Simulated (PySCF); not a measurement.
## C3H4N2: calculation against experiment

**Measured values to compare with.**

From NIST CCCBDB Release 22 (SRD 101), experimental dipoles, for the gas: dipole moment 2.214 D.

From NIST CCCBDB Release 22 (SRD 101), experimental polarizabilities, for the gas: mean polarisability 7.23 Å³.

The runs below try to reproduce these values; the comparison stands at the end.

Species: C₃H₄N₂.
Atom-mapped SMILES: `[cH:1]1[cH:2][n:3][nH:4][cH:5]1` (hydrogens: H6 on C1; H7 on C2; H8 on N4; H9 on C5)

Structure used (PBE0-D3(BJ)/def2-TZVP), in Å, numbered top down from 1:
```
atom  x, y, z in Å
C1     0.1043    0.6817    0.7287
C2     1.1725   -0.1042    0.2617
N3     0.7920   -0.9226   -0.7066
N4    -0.5066   -0.6703   -0.8628
C5    -0.9704    0.2810   -0.0284
H6     0.1137    1.4316    1.5020
H7     2.2008   -0.1077    0.5902
H8    -1.0228   -1.1800   -1.5573
H9    -2.0024    0.5933   -0.0351
```

The PySCF runs (gas phase, on this PBE0-D3(BJ)/def2-TZVP geometry; no spin–orbit coupling):

```json
{"level": "PBE0-D3(BJ)/def2-TZVP, grid level 2", "job": "geometry optimisation from a GFN2-xTB start shaken at random", "basis functions": "179", "wall time": "2.1 min"}
{"level": "B97-2/pcSseg-2", "job": "shieldings, ring-centre shieldings", "basis functions": "236", "wall time": "17 s"}
{"level": "KT3/pcSseg-2", "job": "shieldings, ring-centre shieldings", "basis functions": "236", "wall time": "27 s"}
{"level": "PBE0/pcSseg-2", "job": "shieldings, ring-centre shieldings, charges and field gradients", "basis functions": "236", "wall time": "22 s"}
{"level": "wB97X-D/pcSseg-2", "job": "shieldings, ring-centre shieldings", "basis functions": "236", "wall time": "23 s"}
{"level": "CAM-B3LYP/aug-cc-pVTZ", "job": "10 singlets by full TDDFT, 4 Tamm–Dancoff triplets, polarisability", "basis functions": "322", "wall time": "44 s"}
{"level": "PBE0/aug-cc-pVTZ", "job": "10 singlets by full TDDFT, 4 Tamm–Dancoff triplets, polarisability, dynamic polarisability", "basis functions": "322", "wall time": "41 s"}
{"level": "wB97X-D/aug-cc-pVTZ", "job": "10 singlets by full TDDFT, 4 Tamm–Dancoff triplets, polarisability, ΔSCF ions", "basis functions": "322", "wall time": "2.4 min"}
```

Hardware: one thread of an Arm Neoverse V1, shared host.

## Comparison

**Dipole moment.** Measured: 2.214 D (NIST CCCBDB Release 22 (SRD 101), experimental dipoles).

| level | computed (D) | computed − measured (D) | % (from the printed values) |
| --- | --- | --- | --- |
| PBE0-D3(BJ)/def2-TZVP | 2.296 | +0.082 | +4 |
| B97-2/pcSseg-2 | 2.303 | +0.089 | +4 |
| KT3/pcSseg-2 | 2.193 | -0.021 | -1 |
| PBE0/pcSseg-2 | 2.318 | +0.104 | +5 |
| wB97X-D/pcSseg-2 | 2.357 | +0.143 | +6 |
| CAM-B3LYP/aug-cc-pVTZ | 2.330 | +0.116 | +5 |
| PBE0/aug-cc-pVTZ | 2.277 | +0.063 | +3 |
| wB97X-D/aug-cc-pVTZ | 2.315 | +0.101 | +5 |

Closest is KT3/pcSseg-2 (-0.021 D), furthest wB97X-D/pcSseg-2 (+0.143 D); one molecule doesn't rank methods. The computed dipoles belong to one fixed geometry; measured ones are averaged over vibrations unless marked μe. Magnitudes are compared, not signs.

**Mean polarisability.** Measured: 7.23 Å³ (NIST CCCBDB Release 22 (SRD 101), experimental polarizabilities).

| level | computed (Å³) | computed − measured (Å³) | % (from the printed values) |
| --- | --- | --- | --- |
| CAM-B3LYP/aug-cc-pVTZ | 7.14 | -0.09 | -1 |
| PBE0/aug-cc-pVTZ | 7.14 | -0.09 | -1 |
| wB97X-D/aug-cc-pVTZ | 7.14 | -0.09 | -1 |

All 3 levels lie below the measurement. The computed values are static and purely electronic, with core orbitals frozen in the response (1 au = 0.148185 Å³). The table of measured values doesn't say here whether a value is static or optical, or holds a vibrational part.

The geometry is computed, not the measured one. Where a level misses, the cause wasn't examined.
